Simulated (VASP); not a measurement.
Input:

```
GeTe
1.0
    2.09297     1.20838     3.65733
   -2.09297     1.20838     3.65733
    0.00000    -2.41676     3.65733
Ge Te
1 1
Direct
  0.76767   0.76767   0.76767
  0.23233   0.23233   0.23233
```

All values below come from r2SCAN meta-GGA, VASP's PBE PAW potentials (set 64) (plane waves; VASP). Numerical set-up: 400 eV cut-off, 9×9×9 Γ-centred mesh, tetrahedra with Blöchl corrections, potentials Ge_d Te.

Unless said otherwise, spin-orbit coupling is left out, though it shifts the bands of the heavy elements here.

Task: What does the run give for the energy per atom (σ→0), band gap (over mesh and band path) with the smallest direct gap where there is one?

Result: 
The band gap (over mesh and band path) comes out as 0.72 eV and the smallest direct gap (over mesh and band path) is 0.82 eV. The energy per atom (σ→0) comes out as -19.674 eV/atom.

Total energies compare only between runs with the same potentials, cut-off and functional.

The structure was generated: GeTe was put into the alpha-GeTe type (R3m), which need not be its known phase. It was relaxed first.
